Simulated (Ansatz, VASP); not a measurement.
# Two plane-wave programs on MgO

```
CELL_PARAMETERS angstrom
3.48638 0.00000 0.00000
-1.74319 3.01929 0.00000
0.00000 0.00000 4.17804
ATOMIC_POSITIONS crystal
Mg 0.66667 0.33333 0.75000
Mg 0.33333 0.66667 0.25000
O 0.66667 0.33333 0.25000
O 0.33333 0.66667 0.75000
```

Measurements of this composition are mostly on another form, of space group No. 225.

Alike in both runs: task single point; functional r2SCAN; k mesh 5 × 5 × 4; no spin polarisation.

|  | VASP | Ansatz |
| --- | --- | --- |
| version | VASP 6.6.1 | Ansatz 0.2.0 |
| potentials or method | VASP PAW PBE potentials, release 64 (Mg, O) | plane waves, PAW |
| plane-wave cutoff (eV) | 520 | 500 |
| occupations | gaussian, width 0.01 eV | fixed |
| valence electrons in the cell | 16 | 32 |

```csv
,VASP,Ansatz,Ansatz less VASP
gap on the k mesh at the Fermi level (eV),4.08,4.10,+0.014
```

The two sets of potentials don't hold the same shells in valence.

Caveats: the PAW data sets were made with another functional, which shifts forces and pressure a little (VASP). r2SCAN opens gaps a little over a GGA but as a rule still falls short of measured ones.
